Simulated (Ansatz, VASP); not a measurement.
# Si in VASP and in Ansatz

```xyz
2
Lattice="0.0000 2.7219 2.7219 2.7219 0.0000 2.7219 2.7219 2.7219 0.0000" Properties=species:S:1:pos:R:3 pbc="T T T"
Si    2.7015    2.7558    2.7182
Si    4.0713    4.0494    4.0713
```

Change from the starting cell: atoms moved at random, drawn with an rms of 0.05 Å.

Alike in both runs: task single point; functional PBEsol; k mesh 8 × 8 × 8; occupations fermi-dirac, width 0.05 eV; no spin polarisation.

|  | VASP | Ansatz |
| --- | --- | --- |
| version | VASP 6.6.1 | Ansatz 0.2.0 |
| potentials or method | VASP PAW PBE potentials, release 64 (Si), cutoff 520 eV | all-electron LAPW, scalar-relativistic |

Ansatz gave:

- gap on the k mesh at the Fermi level (eV): 0.12
- least direct gap on the mesh (eV): 1.99
- pressure (GPa): -0.4
- largest component of the traceless stress (GPa): 2.58
- rms of the force components (eV/Å): 0.510

Question: What did VASP give for the same quantities?

Answer: gap on the k mesh at the Fermi level (eV): 0.11; least direct gap on the mesh (eV): 1.99; pressure (GPa): -0.3; largest component of the traceless stress (GPa): 2.60; rms of the force components (eV/Å): 0.511.

Atom by atom the forces differ by 0.001 eV/Å (rms over components). Ansatz ran all-electron here, so the differences hold the error of VASP's frozen core and of both bases.

Caveats: the PAW data sets were made with another functional, which shifts forces and pressure a little (VASP).
